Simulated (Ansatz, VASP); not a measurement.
# Two plane-wave programs on LiF

Contents of INCAR:

```
ALGO     = Normal         # electronic algorithm
EDIFF    = 1E-6           # SCF threshold, eV
ENCUT    = 520            # plane-wave cutoff, eV
GGA      = PE             # functional
ISIF     = 2              # what is computed and relaxed
ISMEAR   = 0              # smearing method
LASPH    = T              # aspherical terms in the spheres
LCHARG   = F              # write CHGCAR
LREAL    = F              # projectors in reciprocal space
LWAVE    = F              # write WAVECAR
NBANDS   = 12             # bands
NELM     = 60             # most SCF steps
PREC     = Accurate       # precision mode
SIGMA    = 0.05           # smearing width, eV
```

File KPOINTS:

```
k-points
0
Gamma
  10 10 10
```

File POSCAR:

```
LiF
1.0
    0.0000000000      2.0643500000      1.9133000000
    2.0643500000      0.0000000000      1.9133000000
    2.0643500000      2.0643500000      0.0000000000
Li F
1 1
Direct
    0.0000000000      0.0000000000      0.0000000000
    0.5000000000      0.5000000000      0.5000000000
```

Input for Ansatz:

```yaml
crystal:
  lattice:
    - [0.0, 2.06435, 1.9133]
    - [2.06435, 0.0, 1.9133]
    - [2.06435, 2.06435, 0.0]
  atoms:
    - { symbol: Li, position: [0.0, 0.0, 0.0] }
    - { symbol: F, position: [0.5, 0.5, 0.5] }
basis:
  ecutwfc: 420
kpoints:
  mp_grid: { grid: [10, 10, 10] }
hamiltonian:
  xc: pbe
scf:
  occupations: { method: gaussian, width: 0.05 }
output:
  forces: true
  stress: true
  eigenvalues: true
  write_density: true
  write_potential: true
  elf: true
  volumetric_format: npy
```

Change from the starting cell: strain +0.025 along x and y, -0.050 along z, atoms carried along.

Alike in both runs: task single point; functional PBE; k mesh 10 × 10 × 10; occupations gaussian, width 0.05 eV; no spin polarisation.

```csv
,VASP,Ansatz
version,VASP 6.6.1,Ansatz 0.2.0
potentials or method,"VASP PAW PBE potentials, release 64 (Li_sv, F)","scalar-relativistic, plane waves, PAW"
plane-wave cutoff (eV),520,420
valence electrons in the cell,10,10
```

```csv
,VASP,Ansatz,Ansatz less VASP
gap on the k mesh at the Fermi level (eV),9.02,9.02,+0.002
least direct gap on the mesh (eV),9.02,9.02,+0.002
```

 A k mesh can miss the band edges.
